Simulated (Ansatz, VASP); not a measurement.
## One calculation of NaH, two programs

The input INCAR:

```
SYSTEM = NaH
ALGO = Normal
EDIFF = 1E-6
ENCUT = 520
ISIF = 2
ISMEAR = 0
LASPH = .True.
LCHARG = .False.
LREAL = .False.
LWAVE = .False.
NBANDS = 11
NELM = 100
PREC = Accurate
SIGMA = 0.05
```

The input KPOINTS:

```
k-points
0
Gamma
  8 8 8
  0 0 0
```

Contents of POSCAR:

```
NaH
1.0
    0.0000000000      2.4034000000      2.5132000000
    2.4034000000      0.0000000000      2.5132000000
    2.4034000000      2.4034000000      0.0000000000
Na H
1 1
Direct
    0.0000000000      0.0000000000      0.0000000000
    0.5000000000      0.5000000000      0.5000000000
```

Input for Ansatz:

```yaml
crystal:
  lattice:
    - [0.0, 2.4034, 2.5132]
    - [2.4034, 0.0, 2.5132]
    - [2.4034, 2.4034, 0.0]
  atoms:
    - { symbol: Na, position: [0.0, 0.0, 0.0] }
    - { symbol: H, position: [0.5, 0.5, 0.5] }
basis:
  ecutwfc: 420
kpoints:
  mp_grid: { grid: [8, 8, 8] }
hamiltonian:
  xc: lda
scf:
  occupations: { method: gaussian, width: 0.05 }
output:
  forces: true
  stress: true
  eigenvalues: true
```

Change from the starting cell: strain -0.015 along x and y, +0.030 along z, atoms carried along.

Alike in both runs: task single point; functional LDA; k mesh 8 × 8 × 8; occupations gaussian, width 0.05 eV; no spin polarisation.

|  | VASP | Ansatz |
| --- | --- | --- |
| version | VASP 6.6.1 | Ansatz 0.2.0 |
| potentials or method | VASP PAW LDA potentials, release 64 (Na_pv, H) | scalar-relativistic, plane waves, PAW |
| plane-wave cutoff (eV) | 520 | 420 |
| valence electrons in the cell | 8 | 10 |

|  | VASP | Ansatz | Ansatz less VASP |
| --- | --- | --- | --- |
| gap on the k mesh at the Fermi level (eV) | 3.33 | 3.33 | +0.001 |
| least direct gap on the mesh (eV) | 4.27 | 4.27 | +0.003 |
| pressure (GPa) | -2.6 | -2.5 | +0.06 |
| largest component of the traceless stress (GPa) | 0.68 | 0.67 | -0.007 |

The two sets of potentials don't hold the same shells in valence.

A k mesh can miss the band edges.
